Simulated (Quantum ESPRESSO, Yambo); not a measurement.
# A GW chain in Yambo: LiH (Fm-3m), part 3 of 3

Wanted: ground state, empty states, screening and self-energy for LiH (Fm-3m).

Quantum ESPRESSO 7.5 and Yambo 5.3.0; PBE and many-body steps on it, plane waves. Known limits of the many-body steps: not at the basis limit.

So far. Step 3 (Bands along the symmetry lines): The gap is 3.022 eV, as in the run before at this level. Step 4 (Empty states on the mesh, 8×8×8 mesh, 201 bands): On this mesh the gap is 3.022 eV.

The database entry behind the starting cell differs from later determinations by our own check (the deuteride, about 0.2 % short), so it need not match the best structure at ambient conditions.

## Step 6: Screening and self-energy, 8×8×8 mesh, 201 bands, screening to 353.7 eV

G0W0 replaces the xc potential by the self-energy, built once from these orbitals. Only a window of levels is corrected, while the sums run over the empty bands that the input names.

This step: G0W0 on PBE, plane waves, norm-conserving pseudopotentials.

Input file gw3.in:

```
HF_and_locXC
gw0
dyson
ppa
em1d
rim_cut
RandQpts= 1000000
RandGvec= 1 RL
EXXRLvcs= 66 Ry
VXCRLvcs= 264 Ry
Chimod= "HARTREE"
% BndsRnXp
 1 | 201 |
%
NGsBlkXp= 26 Ry
% LongDrXp
 1 | 1 | 1 |
%
% GbndRnge
 1 | 201 |
%
DysSolver= "n"
ExtendOut
PPAPntXp= 27.21138 eV
% QPkrange
 21 | 21 | 1 | 4 |
 1 | 1 | 1 | 4 |
%
```

On the command line:

```console
OMP_NUM_THREADS=1 mpirun -n 4 yambo -F gw3.in -J gw3 -C gw3 > gw3.log
```

The program printed:

```text
 Yambo, version 5.3.0

 [02] CORE Variables Setup
 =========================

  [... cell, symmetries and grids as in the set-up ...]

  [02.05] Energies & Occupations
  ==============================

  [X] === General ===
  [X] Electronic Temperature                        :  0.000000  0.000000 [eV K]
  [X] Bosonic    Temperature                        :  0.000000  0.000000 [eV K]
  [X] Finite Temperature mode                       : no
  [X] El. density                                   :  0.23671E+24 [cm-3]
  [X] Fermi Level                                   :  0.392909 [eV]

  [X] === Gaps and Widths ===
  [X] Conduction Band Min                           :  3.022038 [eV]
  [X] Valence Band Max                              :  0.000000 [eV]
  [X] Filled Bands                                  :  2
  [X] Empty Bands                                   :    3  201
  [X] Direct Gap                                    :  3.022038 [eV]
  [X] Direct Gap localized at k                     :  21
  [X] Indirect Gap                                  :  3.022038 [eV]
  [X] Indirect Gap between kpts                     :  21  21
  [X] Last valence band width                       :  5.253734 [eV]
  [X] 1st conduction band width                     :  12.45368 [eV]

 [03] Transferred momenta grid and indexing
 ==========================================

 IBZ Q-points                                      :  29
 BZ  Q-points                                      :   512

 K/Q-points units:
 rlu = crystal or reduced units; cc = cartesian coordinates; iku = interal k-units

 Q [ 1]         [rlu]:  0.000000  0.000000  0.000000
 Q [ 2]         [rlu]:  0.24483E-17  0.24483E-17  0.12500
 Q [ 3]         [rlu]:  0.25023E-16 -0.27323E-17  0.25000
 Q [ 4]         [rlu]:  0.12904E-16  0.12904E-16  0.37500
 Q [ 5]         [rlu]: -0.97931E-17 -0.97931E-17 -0.50000
 Q [ 6]         [rlu]: -0.72385E-17  0.12500      0.12500
 Q [ 7]         [rlu]:  0.24483E-17  0.12500      0.25000
 Q [ 8]         [rlu]:  0.80210E-17  0.12500      0.37500
 Q [ 9]         [rlu]:  0.34410E-16  0.12500      0.50000
 Q [10]         [rlu]: -0.97931E-17  0.12500     -0.37500
     [... 17 further rows ...]
 Q [28]         [rlu]:  0.125000 -0.500000 -0.375000
 Q [29]         [rlu]:  0.250000 -0.500000 -0.250000

 [04] Coloumb potential Random Integration (RIM)
 ===============================================

  [04.01] RIM initialization
  ==========================

  * Diagonal components only detected *

  8 x (sBL volume)        :  0.033988 [a.u.]
  sBZ random points       :  1000000
  Points outside the sBZ  :   7999624
  RL volume               :  2.175203 [a.u.]
  Integrated volume       :  2.175305 [a.u.]

  [04.02] RIM integrals
  =====================

  Gamma point sphere radius             :  0.058757 [a.u.]
  Points outside the sphere             :   799635
  [Int_sBZ(q=0) 1/q^2]*(Vol_sBZ)^(-1/3) =:  7.763403
                                 should be <:  7.795600

  Summary of Coulomb integrals for non-metallic bands |Q|[au] RIM/Bare

  Q [1] 0.100000E-4 0.995870 * Q [2] 0.176719 1.064378
  Q [6] 0.204058 1.062849 * Q [12] 0.288581 1.025826
  Q [7] 0.338392 1.018699 * Q [3] 0.353439 1.016443
  Q [13] 0.408116 1.012926 * Q [11] 0.444734 1.010601
  Q [22] 0.456287 1.010058 * Q [8] 0.499838 1.008230
  Q [4] 0.530158 1.007314 * Q [14] 0.530158 1.007395
  Q [17] 0.577163 1.006251 * Q [23] 0.603611 1.005655
  Q [10] 0.612174 1.005590 * Q [18] 0.612174 1.005501
  Q [25] 0.645288 1.004946 * Q [9] 0.669048 1.004565
  Q [15] 0.676783 1.004460 * Q [5] 0.706877 1.004231
  Q [19] 0.728632 1.003841 * Q [16] 0.728632 1.003935
  Q [27] 0.735741 1.003870 * Q [24] 0.763515 1.003627
  Q [26] 0.783699 1.003328 * Q [21] 0.816231 1.003325
  Q [28] 0.841352 1.003151 * Q [20] 0.865744 1.002775
  Q [29] 0.912574 1.002695

 [05] Dipoles
 ============

  [05.01] Setup: observables and procedures
  =========================================

 [06] Dynamic Dielectric Matrix (PPA)
 ====================================

 [WR./gw3//ndb.pp]---------------------------------------------------------------
  Brillouin Zone Q/K grids (IBZ/BZ)                :    29   512    29   512
  RL vectors                                       :  1459 [WF]
  Coulomb cutoff potential                         : none
  Electronic Temperature                           :  0.000000 [K]
  Bosonic    Temperature                           :  0.000000 [K]
  PPA    diel. fun.  energies                      : Perdew, Burke & Ernzerhof(X)+Perdew, Burke & Ernzerhof(C)
  wavefunctions                                    : Perdew, Burke & Ernzerhof(X)+Perdew, Burke & Ernzerhof(C)
  Global Gauge                                     : length
  X matrix size                                    :  283
  X band range                                     :    1  201
  X e/h energy range                               : -1.000000 -1.000000 [eV]
  X Time ordering                                  : R
  X Hxc Kernel                                     : HARTREE
  X Drude frequency                                :  0.000000  0.000000
  X poles                                          :  100.0000 [o/o]
  RL vectors in the sum                            :  1459
  [r,Vnl] included                                 : yes
  Field direction                                  :  0.577350E-5  0.577350E-5  0.577350E-5
  BZ energy Double Grid                            : no
  BZ energy DbGd points                            : 0
  BZ Q point size factor                           : -1.000000
  X Optical Averaged directions                    : none

 [07] Local Exchange-Correlation + Non-Local Fock
 ================================================

 [VXC] Plane waves :   8363
 [EXS] Plane waves :  1067

 QP @ state[ 1 ] K range:  1  1
 QP @ state[ 1 ] b range:   1   4
 QP @ state[ 2 ] K range:  21  21
 QP @ state[ 2 ] b range:   1   4

 [xc] Functional : Perdew, Burke & Ernzerhof(X)+Perdew, Burke & Ernzerhof(C)
 [xc] LIBXC used to calculate xc functional

 [xc] E_xc :  -2.052842 [Ha]
      E_xc :  -4.105684 [Ry]

  Local XC kind (lXC) : Perdew, Burke & Ernzerhof(X)+Perdew, Burke & Ernzerhof(C)
  Non-Local XC kind (nlXC) : Hartree-Fock

  Corrections @ K [1] :  [eV]
 <1|nlXC|1> = -39.69450  0.18072E-16 <1|lXC|1> = -25.62566 -0.18690E-15
 <2|nlXC|2> = -15.59523  0.49486E-17 <2|lXC|2> = -9.916457 -0.94426E-16
 <3|nlXC|3> = -4.656642  0.45068E-18 <3|lXC|3> = -11.71818 -0.94467E-16
 <4|nlXC|4> = -2.440415 -0.35444E-18 <4|lXC|4> = -8.963783 -0.28336E-15

  Corrections @ K [21] :  [eV]
 <1|nlXC|1> = -39.75562 -0.49041E-17 <1|lXC|1> = -25.70812 -0.10344E-17
 <2|nlXC|2> = -14.46983 -0.90200E-17 <2|lXC|2> = -11.30619  0.18880E-15
 <3|nlXC|3> = -3.748257  0.14762E-17 <3|lXC|3> = -7.647618  0.23605E-16
 <4|nlXC|4> = -2.678134  0.24762E-18 <4|lXC|4> = -8.235377 -0.47204E-16

 [08] Dyson equation: Newton solver
 ==================================

  [08.01] G0W0 (W PPA)
  ====================

  [  GW  ] Bands range     :    1  201
  [GW/PPA] G damping       :  0.100000 [eV]

  QP @ state[ 1 ] K range:  1  1
  QP @ state[ 1 ] b range:   1   4
  QP @ state[ 2 ] K range:  21  21
  QP @ state[ 2 ] b range:   1   4

   Sc/G bands                                       :    1  201
   Sc/G damping                                     :  0.100000 ev
   Sc bands terminator                              : no
   Sx RL components                                 :  1067

   QP @ state[ 1 ] K range                          :  1  1
   QP @ state[ 1 ] b range                          :   1   4
   QP @ state[ 2 ] K range                          :  21  21
   QP @ state[ 2 ] b range                          :   1   4
   GF energies kind                                 : Perdew, Burke & Ernzerhof(X)+Perdew, Burke & Ernzerhof(C)
   GF WF`s kind                                     : Perdew, Burke & Ernzerhof(X)+Perdew, Burke & Ernzerhof(C)
   Xs energies kind                                 : Perdew, Burke & Ernzerhof(X)+Perdew, Burke & Ernzerhof(C)
   Xs WF`s kind                                     : Perdew, Burke & Ernzerhof(X)+Perdew, Burke & Ernzerhof(C)

 [11] Game Over & Game summary
```

Elapsed: 13 min, on 4 MPI ranks of Arm Neoverse V1, shared host; peak memory 1.6 GiB.

Numbers from this step:

| Property | Result |
| --- | --- |
| G0W0 gap on the points computed | 5.005 eV |
| starting gap on the mesh | 3.022 eV |
| k of the valence top | 0, -0.5, -0.5 |
| k of the conduction bottom | 0, -0.5, -0.5 |
| least direct G0W0 gap on the computed points | 5.005 eV |
| Z at the valence top | 0.7815 |
| Z at the conduction bottom | 0.8194 |

The gap on the mesh goes from 3.02 eV to 5.01 eV, a correction of +1.98 eV.

Limits: finite bands, cutoff and mesh. v1 is the top filled band, c1 the lowest empty one. The levels before and after the correction (eV, zero at the valence-band top of each column):

```tsv
	conduction bottom	valence top
Kohn-Sham	3.02	0.00
G0W0	5.01	0.00
```

```tsv
	level	energy (eV)
Kohn-Sham	(0 -0.5 -0.5) v2	-44.251
Kohn-Sham	(0 -0.5 -0.5) v1	0.000
Kohn-Sham	(0 -0.5 -0.5) c1	3.022
Kohn-Sham	(0 -0.5 -0.5) c2	10.588
G0W0	(0 -0.5 -0.5) v2	-49.617
G0W0	(0 -0.5 -0.5) v1	0.000
G0W0	(0 -0.5 -0.5) c1	5.005
G0W0	(0 -0.5 -0.5) c2	12.895
```

## Step 7: Where the time went

Times are wall times on the hardware named with each run, good to a factor of about two.

```tsv
step	time	share	memory (GiB)
ground state	1.4 s	0 %	0.05
bands along the symmetry lines	1.2 s	0 %	0.05
empty states on the mesh	18 s	2 %	0.26
conversion and set-up	2 s	0 %	0.24
screening and self-energy	13 min	97 %	1.6
```

## Step 8: What came out

```json
{"PBE gap": "3.02 eV, direct", "G0W0 gap on the mesh": "5.01 eV", "GW settings": "8×8×8 mesh, 201 bands, screening to 353.7 eV, Godby-Needs plasmon pole", "known limits": "not at the basis limit"}
```

**Reading.** G0W0 moves the gap on the mesh from 3.02 eV to 5.01 eV (+1.98 eV), with Z of 0.78 and 0.82 at the edges. Only 2 of the mesh's irreducible points were corrected, so a valley elsewhere could overtake. The dearest step here is «screening and self-energy». Bands and cutoff are finite, so the gap is not at the basis limit. The miss can reach some tenths of an eV and take either sign; the mesh is an error of its own. In the G0W0 run levels were corrected at 2 k points alone, so a gap called «on the mesh» is the least over those, and an edge elsewhere would be missed.

[Paths, hosts, dates, memory and timing lines, banners, echoed tables and standing remarks are left out of the program output.]

[Logs are printed without paths, hosts, clocks, repeated set-up lines and the standing remarks that a program may print on its own settings, such as how far it seeks lower states.]

[Runs of the session that timed out or met a known fault of the program may be left out.]

[Hosts, paths, dates, database ids (printed as entryN), source tags and the programs' standing remarks are cut or masked in the printed files.]
